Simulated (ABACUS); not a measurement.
# BeS (F-43m) in ABACUS: equation of state

How stiff is BeS in PBEsol, and what volume does it want? The cell is scaled to several volumes.

All numbers are computed with ABACUS 3.10.1; they aren't measurements. Logs are shortened: lines on timing, memory, paths and dates and some standing lists are left out, and cuts for length are marked.

## Step 1: The structure

The structure is cubic, space group F-43m (No. 216). The conventional cell has a = 4.850 Å, b = 4.850 Å, c = 4.850 Å, α = 90.00°, β = 90.00°, γ = 90.00°. S (site symmetry -43m) has 4 Be at 2.10 Å as nearest neighbours. Around Be (site symmetry -43m) lie 4 S at 2.10 Å.

## Step 2: Equation of state, PBEsol, 13.40 Å³/atom (volume scaled by 0.94)

File INPUT:

```
INPUT_PARAMETERS
suffix              BeS
calculation         scf
basis_type          pw
pseudo_dir          ./
symmetry            1
dft_functional      pbesol
ecutwfc             89
pseudo_rcut         7
nspin               1
nbands              9
ks_solver           dav
smearing_method     fd
smearing_sigma      0.00367493
scf_thr             1e-08
scf_nmax            100
mixing_type         broyden
mixing_beta         0.7
cal_force           1
cal_stress          1
kpar                4
```

File STRU:

```
ATOMIC_SPECIES
S 32.0600 S.upf
Be 9.0122 Be.upf

LATTICE_CONSTANT
1.8897261246

LATTICE_VECTORS
0.0000000000 2.3754963136 2.3754963136
2.3754963136 0.0000000000 2.3754963136
2.3754963136 2.3754963136 0.0000000000

ATOMIC_POSITIONS
Direct

S
0.0
1
0.7500000000 0.7500000000 0.7500000000 1 1 1

Be
0.0
1
0.0000000000 0.0000000000 0.0000000000 1 1 1
```

File KPT:

```
K_POINTS
0
Gamma
9 9 9 0 0 0
```

Potentials or basis: PseudoDojo NC SR 0.4.1 PBEsol standard, plane waves.

Launch:

```bash
> OMP_NUM_THREADS=1 mpirun -np 4 abacus > log
```

running log:

```text
ABACUS v3.10.1

               Atomic-orbital Based Ab-initio Computation at UStc

 ------------------------------------------------------------------------------------

 READING GENERAL INFORMATION
                           global_out_dir = OUT.BeS/
                           global_in_card = INPUT
                               pseudo_dir = ./
                              orbital_dir =
                                    DSIZE = 4
                                    GSIZE = 1

 READING UNITCELL INFORMATION
                                    ntype = 2
                  lattice constant (Bohr) = 1.88973
              lattice constant (Angstrom) = 1

 READING ATOM TYPE 1
                               atom label = S
                      L=0, number of zeta = 1
                      L=1, number of zeta = 1
                      L=2, number of zeta = 1
             number of atom for this type = 1

 READING ATOM TYPE 2
                               atom label = Be
                      L=0, number of zeta = 1
                      L=1, number of zeta = 1
                      L=2, number of zeta = 1
             number of atom for this type = 1

                        TOTAL ATOM NUMBER = 2
DIRECT COORDINATES
    atom                   x                   y                   z     mag                  vx                  vy                  vz
taud_S1            0.7500000000        0.7500000000        0.7500000000  0.0000        0.0000000000        0.0000000000        0.0000000000
taud_Be1            0.0000000000        0.0000000000        0.0000000000  0.0000        0.0000000000        0.0000000000        0.0000000000

                          Volume (Bohr^3) = 180.921
                             Volume (A^3) = 26.8097

 Lattice vectors: (Cartesian coordinate: in unit of a_0)
                   +0             +2.3755             +2.3755
              +2.3755                  +0             +2.3755
              +2.3755             +2.3755                  +0
 Reciprocal vectors: (Cartesian coordinate: in unit of 2 pi/a_0)
            -0.210482           +0.210482           +0.210482
            +0.210482           -0.210482           +0.210482
            +0.210482           +0.210482           -0.210482
 The esolver type has been set to : ksdft_pw

                PAO radial cut off (Bohr) = 7

 Read in pseudopotential file is S.upf
                     pseudopotential type = NC
          exchange-correlation functional = PBESOL
                 nonlocal core correction = 1
                        valence electrons = 6
[... 200 lines left out ...]
 projector 4 L=1
      TOTAL NUMBER OF NONLOCAL PROJECTORS = 26

 Init Non-Local PseudoPotential table :
 Init Non-Local-Pseudopotential done.

                                     npwx = 2637

 Make real space PAO into reciprocal space.
       max mesh points in Pseudopotential = 701
     dq(describe PAO in reciprocal space) = 0.01
                                    max q = 1136

 number of pseudo atomic orbitals for S is 2
WARNING: norm of atomic wavefunction # 1 of atomic type S is 0.999996, renormalized
WARNING: norm of atomic wavefunction # 2 of atomic type S is 0.999702, renormalized

 number of pseudo atomic orbitals for Be is 2
WARNING: norm of atomic wavefunction # 2 of atomic type Be is 0.998097, renormalized

 -------------------------------------------
 SELF-CONSISTENT
 -------------------------------------------
                                 init_chg = atomic

 PW ALGORITHM --------------- ION=   1  ELEC=   1--------------------------------
 Notice: Threshold on eigenvalues was too large.
 hsover_error=0.1 > DRHO=0.0465546
 Origin diag ethr = 0.01
 New diag ethr = 0.000465546

 Density error is 0.0465571859747
                          Error Threshold = 0.000465546285975
----------------------------------------------------------
     Energy           Rydberg                 eV
----------------------------------------------------------
 E_KohnSham     -49.9572510157       -679.7032702296
 E_Harris       -49.5085507508       -673.5983899329
 E_Fermi        0.5377858169         7.3169514139
----------------------------------------------------------
[... 51 lines left out ...]
 Density error is 6.30241322455e-09
                          Error Threshold = 1.80024356659e-09
----------------------------------------------------------
     Energy           Rydberg                 eV
----------------------------------------------------------
 E_KohnSham     -49.9594856752       -679.7336743323
 E_KS(sigma->0) -49.9594856752       -679.7336743323
 E_Harris       -49.9593823464       -679.7322684711
 E_band         -12.9808636242       -176.6137102496
 E_one_elec     -15.3063914946       -208.2541401457
 E_Hartree      7.3541313082         100.0580896316
 E_xc           -11.1647834341       -151.9046716401
 E_Ewald        -30.8424420546       -419.6329521780
 E_entropy(-TS) -0.0000000000        -0.0000000000
 E_descf        0.0000000000         0.0000000000
 E_exx          0.0000000000         0.0000000000
 E_Fermi        0.5785631068         7.8717549053
----------------------------------------------------------

 charge density convergence is achieved
 final etot is -679.73367433 eV
 EFERMI = 7.8717549053 eV

 STATE ENERGY(eV) AND OCCUPATIONS    NSPIN == 1
 1/9 kpoint (Cartesian) = 0.0000 0.0000 0.0000 (2637 pws)
       1       -91.6642     0.00274348
       2       -7.90130     0.00274348
       3        6.24362     0.00274348
       4        6.24362     0.00274348
       5        6.24362     0.00274348
       6        11.8020    1.99908e-37
       7        11.8020    1.99908e-37
       8        11.8020    1.99908e-37
       9        12.4791    2.62761e-43
[... 45 lines left out ...]
 6/9 kpoint (Cartesian) = 0.0000 0.0000 0.046774 (2589 pws)
       1       -91.6642      0.0164609
       2       -7.69663      0.0164609
       3        5.41925      0.0164609
       4        5.70094      0.0164609
       5        5.70094      0.0164609
       6        11.4073    3.21672e-33
       7        12.6447    5.74154e-44
       8        12.6447    5.74154e-44
       9        13.4471    6.15645e-51

[... levels at 3 further k points ...]

------------------------------------------------------------------------------------------
 TOTAL-FORCE (eV/Angstrom)
------------------------------------------------------------------------------------------
                        S1         0.0000000000         0.0000000000         0.0000000000
                       Be1         0.0000000000         0.0000000000         0.0000000000
------------------------------------------------------------------------------------------

----------------------------------------------------------------
 TOTAL-STRESS (KBAR)
----------------------------------------------------------------
        59.9042596016        -0.0000000000        -0.0000000000
        -0.0000000000        59.9042596016         0.0000000000
        -0.0000000000         0.0000000000        59.9042596016
----------------------------------------------------------------
 TOTAL-PRESSURE: 59.904260 KBAR

 --------------------------------------------
 !FINAL_ETOT_IS -679.7336743322707662 eV
 --------------------------------------------
```

Run time: 2.8 s. Hardware: 4 MPI ranks of Intel Xeon 6975P-C (Granite Rapids), shared host; peak memory 0.28 GiB.

Results:

| Item | Value |
| --- | --- |
| Free energy | -679.7337 eV |
| Pressure | 6.0 GPa |
| Band gap on the k mesh | 2.89 eV, indirect (least direct gap 5.56 eV) |

Caveat: an odd mesh through Γ misses points on the zone boundary, where band edges often lie.

## Step 3: Equation of state, PBEsol, 13.69 Å³/atom (volume scaled by 0.96)

INPUT is that of step 2.

Edit STRU of step 2 so:

```diff
@@ -8,5 +8,5 @@
 LATTICE_VECTORS
-0.0000000000 2.3754963136 2.3754963136
-2.3754963136 0.0000000000 2.3754963136
-2.3754963136 2.3754963136 0.0000000000
+0.0000000000 2.3922257121 2.3922257121
+2.3922257121 0.0000000000 2.3922257121
+2.3922257121 2.3922257121 0.0000000000
```

KPT is that of step 2.

Potentials or basis: PseudoDojo NC SR 0.4.1 PBEsol standard, plane waves.

Launch:

```bash
> OMP_NUM_THREADS=1 mpirun -np 4 abacus > log
```

Run time: 2.8 s. Hardware: 4 MPI ranks of Intel Xeon 6975P-C (Granite Rapids), shared host; peak memory 0.28 GiB.

It converged, with:

- Free energy: -679.7507 eV
- Pressure: 3.6 GPa
- Band gap on the k mesh: 2.94 eV, indirect (least direct gap 5.57 eV)

Caveat: an odd mesh through Γ misses points on the zone boundary, where band edges often lie.

## Step 4: Equation of state, PBEsol, 13.98 Å³/atom (volume scaled by 0.98)

INPUT is that of step 3.

Edit STRU of step 3 so:

```diff
@@ -8,5 +8,5 @@
 LATTICE_VECTORS
-0.0000000000 2.3922257121 2.3922257121
-2.3922257121 0.0000000000 2.3922257121
-2.3922257121 2.3922257121 0.0000000000
+0.0000000000 2.4087243418 2.4087243418
+2.4087243418 0.0000000000 2.4087243418
+2.4087243418 2.4087243418 0.0000000000
```

KPT is that of step 3.

Launch:

```bash
> OMP_NUM_THREADS=1 mpirun -np 4 abacus > log
```

Run time: 2.7 s. Hardware: 4 MPI ranks of Intel Xeon 6975P-C (Granite Rapids), shared host; peak memory 0.28 GiB.

It converged, with:

```
Free energy            : -679.7595 eV
Pressure               : 1.4 GPa
Band gap on the k mesh : 2.98 eV, indirect (least direct gap 5.59 eV)
```

Caveat: an odd mesh through Γ misses points on the zone boundary, where band edges often lie.

## Step 5: Equation of state, PBEsol, 14.26 Å³/atom

INPUT is that of step 4.

Edit STRU of step 4 so:

```diff
@@ -8,5 +8,5 @@
 LATTICE_VECTORS
-0.0000000000 2.4087243418 2.4087243418
-2.4087243418 0.0000000000 2.4087243418
-2.4087243418 2.4087243418 0.0000000000
+0.0000000000 2.4250000000 2.4250000000
+2.4250000000 0.0000000000 2.4250000000
+2.4250000000 2.4250000000 0.0000000000
```

KPT is that of step 4.

Launch:

```bash
> OMP_NUM_THREADS=1 mpirun -np 4 abacus > log
```

Run time: 2.7 s. Hardware: 4 MPI ranks of Intel Xeon 6975P-C (Granite Rapids), shared host; peak memory 0.28 GiB.

It converged, with:

```
Free energy            : -679.7608 eV
Pressure               : -0.6 GPa
Band gap on the k mesh : 3.03 eV, indirect (least direct gap 5.60 eV)
```

Caveat: an odd mesh through Γ misses points on the zone boundary, where band edges often lie.

## Step 6: Equation of state, PBEsol, 14.55 Å³/atom (volume scaled by 1.02)

INPUT is that of step 5.

Edit STRU of step 5 so:

```diff
@@ -8,5 +8,5 @@
 LATTICE_VECTORS
-0.0000000000 2.4250000000 2.4250000000
-2.4250000000 0.0000000000 2.4250000000
-2.4250000000 2.4250000000 0.0000000000
+0.0000000000 2.4410600707 2.4410600707
+2.4410600707 0.0000000000 2.4410600707
+2.4410600707 2.4410600707 0.0000000000
```

KPT is that of step 5.

Potentials or basis: PseudoDojo NC SR 0.4.1 PBEsol standard, plane waves.

Launch:

```bash
> OMP_NUM_THREADS=1 mpirun -np 4 abacus > log
```

It took 2.8 s on 4 MPI ranks of Intel Xeon 6975P-C (Granite Rapids), shared host; peak memory 0.28 GiB.

The run converged. Its results:

* Free energy: -679.7554 eV
* Pressure: -2.4 GPa
* Band gap on the k mesh: 3.07 eV, indirect (least direct gap 5.54 eV)

Caveat: an odd mesh through Γ misses points on the zone boundary, where band edges often lie.

## Step 7: Equation of state, PBEsol, 14.83 Å³/atom (volume scaled by 1.04)

INPUT is that of step 6.

Edit STRU of step 6 so:

```diff
@@ -8,5 +8,5 @@
 LATTICE_VECTORS
-0.0000000000 2.4410600707 2.4410600707
-2.4410600707 0.0000000000 2.4410600707
-2.4410600707 2.4410600707 0.0000000000
+0.0000000000 2.4569115543 2.4569115543
+2.4569115543 0.0000000000 2.4569115543
+2.4569115543 2.4569115543 0.0000000000
```

KPT is that of step 6.

Launch:

```bash
> OMP_NUM_THREADS=1 mpirun -np 4 abacus > log
```

Run time: 3.1 s. Hardware: 4 MPI ranks of Intel Xeon 6975P-C (Granite Rapids), shared host; peak memory 0.28 GiB.

The run converged. Its results:

```
Free energy            : -679.7438 eV
Pressure               : -4.1 GPa
Band gap on the k mesh : 3.11 eV, indirect (least direct gap 5.38 eV)
```

Caveat: an odd mesh through Γ misses points on the zone boundary, where band edges often lie.

## Step 8: Equation of state, PBEsol, 15.12 Å³/atom (volume scaled by 1.06)

INPUT is that of step 7.

Edit STRU of step 7 so:

```diff
@@ -8,5 +8,5 @@
 LATTICE_VECTORS
-0.0000000000 2.4569115543 2.4569115543
-2.4569115543 0.0000000000 2.4569115543
-2.4569115543 2.4569115543 0.0000000000
+0.0000000000 2.4725610944 2.4725610944
+2.4725610944 0.0000000000 2.4725610944
+2.4725610944 2.4725610944 0.0000000000
```

KPT is that of step 7.

Launch:

```bash
> OMP_NUM_THREADS=1 mpirun -np 4 abacus > log
```

Wall time 3.1 s (4 MPI ranks of Intel Xeon 6975P-C (Granite Rapids), shared host); peak memory 0.28 GiB.

The run converged. Its results:

| Quantity | Value |
| --- | --- |
| Free energy | -679.7267 eV |
| Pressure | -5.6 GPa |
| Band gap on the k mesh | 3.14 eV, indirect (least direct gap 5.23 eV) |

Caveat: an odd mesh through Γ misses points on the zone boundary, where band edges often lie.

## Step 9: Equation of state, PBEsol

Potentials or basis: PseudoDojo NC SR 0.4.1 PBEsol standard, plane waves.

No new run: the results of the series are fitted here.

Results:

| Item | Value |
| --- | --- |
| Equilibrium volume | 14.17 Å³/atom |
| Bulk modulus | 97 GPa |
| Pressure derivative of the bulk modulus | 3.8 |

Energy against volume, from the lowest point:
```
volume (Å³/atom)  energy (meV/atom)
          13.405              13.56
          13.690               5.06
          13.975               0.67
          14.261               0.00
          14.546               2.71
          14.831               8.50
          15.116              17.07
```
